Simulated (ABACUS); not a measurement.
MnS:

```xyz
2
Lattice="0.0000 2.6045 2.6045 2.6045 0.0000 2.6045 2.6045 2.6045 0.0000" Properties=species:S:1:pos:R:3 pbc="T T T"
Mn    0.0000    0.0000    0.0000
S     2.6045    2.6045    2.6045
```

Base run:

| Item | Value |
| --- | --- |
| Program | ABACUS 3.10.1 |
| Functional | HCTH407 |
| Potentials or basis | SG15 ONCV 1.2 PBE |
| Cutoff | 1320 eV |
| Density cutoff | 5279 eV |
| Basis | plane waves |
| k mesh | 7 × 7 × 7 |
| Occupations | fermi-dirac, width 0.05 eV |
| Spin | collinear spin, ferromagnetic start |
| Starting moments | [4.0, 0.0] μB |

Its results: band gap on the k mesh none (metal or under the smearing width); pressure 3.5 GPa; net moment 4.93 μB per cell.

Task: The run is repeated on the same cell with these changes: functional from HCTH407 to r2SCAN; cutoff from 1320 eV to 1361 eV; density cutoff from 5279 eV to 5442 eV; basis from plane waves to DZP LCAO (the cutoffs set its grid). What comes out?

Result: Band gap on the k mesh 0.29 eV, indirect (least direct gap 2.31 eV); pressure 2.6 GPa; net moment 5.00 μB per cell; site moments Mn +4.95; S +0.05 μB.

Several settings changed at once, so the effect can't be laid on one alone.

Caveats: the potentials were made for another functional, which shifts forces and pressure; a cell with one magnetic atom can't hold antiferromagnetic order, which such compounds often take; semilocal functionals often make such compounds metallic where correlation or magnetic order opens a gap, which also shifts bond lengths (some runs); the atomic orbitals were generated for these runs and aren't a published set (some runs); an odd mesh through Γ misses points on the zone boundary, where band edges often lie (some runs); the basis of atomic orbitals isn't converged, which shifts pressures, moduli and gaps (some runs).

Not every run made on this cell is shown here.
